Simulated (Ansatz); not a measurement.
Runs of Ansatz 0.2.0 on Sb. It takes space group P6_3/mmc (No. 194, hexagonal). The conventional cell has a = 3.355 Å, b = 3.355 Å, c = 5.470 Å, α = 90.00°, β = 90.00°, γ = 120.00°. Sb (site symmetry -6m2) has 12 Sb at 3.35 Å as nearest neighbours. This isn't the form of Sb at room conditions, which is rhombohedral.

| task | level | spin | cell | k mesh | gap on the mesh (eV) | pressure (GPa) | relaxed volume (Å³/atom) |
| --- | --- | --- | --- | --- | --- | --- | --- |
| relaxation of cell and atoms | PBE0 | off | relaxed | 5 × 5 × 3 | none | 0.0 | 25.80 |
| single point | B3LYP | off | as given | 5 × 5 × 3 | none | (a) | - |
| single point | PBE0 | off | as given | 5 × 5 × 3 | none | -2.1 | - |
| single point | PBE0 | SOC, no magnetisation | as given | 4 × 4 × 2 | none | (b) | - |
| relaxation of cell and atoms | PBEsol0 | off | relaxed | 5 × 5 × 3 | none | 0.0 | 25.11 |
| single point | PBEsol0 | off | as given | 5 × 5 × 3 | none | -4.1 | - |
| relaxation of cell and atoms | B3LYP | off | relaxed | 5 × 5 × 3 | none | 0.0 | 27.99 |

Alike in all rows: potentials or basis Ansatz PAW; cutoff (eV) 420; smearing fermi-dirac 0.05 eV; the mesh is coarse, so values aren't converged.

**Question.** Fill in the values left out.

**Answer.** (a) 3.3; (b) -0.5.

Caveats: all runs use coarse meshes; the PAW data sets come from PBE, with cores solved anew for the run's functional, which leaves a small shift of forces and pressure; the thresholds are loose for stress (some runs); the plane-wave basis is chosen anew once the cell has moved, so the energies of steps on either side of that aren't comparable (some runs).

A k mesh can miss the band edges, and rows without SOC leave out spin-orbit coupling on Sb.

A gap of «none» marks a metal or a gap under the smearing width.
